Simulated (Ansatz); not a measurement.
A run of Ansatz 0.2.0 is set up as follows.

Contents of input.yaml:

```yaml
crystal:
  lattice:
    - [0.0, 2.47502, 2.47502]
    - [2.47502, 0.0, 2.47502]
    - [2.47502, 2.47502, 0.0]
  atoms:
    - { symbol: Pb, position: [0.0, 0.0, 0.0] }
hamiltonian:
  xc: pbe
  pseudopotentials: { kind: paw }
kpoints:
  mp_grid: { grid: [9, 9, 9] }
scf:
  occupations: { method: gaussian, width: 0.012 }
output:
  forces: true
  stress: true
  eigenvalues: true
  write_density: true
  write_potential: true
  elf: true
  volumetric_format: npy
```

Potentials or basis: Ansatz PAW.

Launch:

```console
$ ansatz run input.yaml --threads 2 --pin off --max-ram 5632MiB --backend cpu --events-out ev --progress --plain --runs-dir out
```

(1) What does it give for the pressure?

(2) Estimate the band gap on the k mesh.

## Answers

(1) 2.2 GPa.

(2) none (metal or under the smearing width).
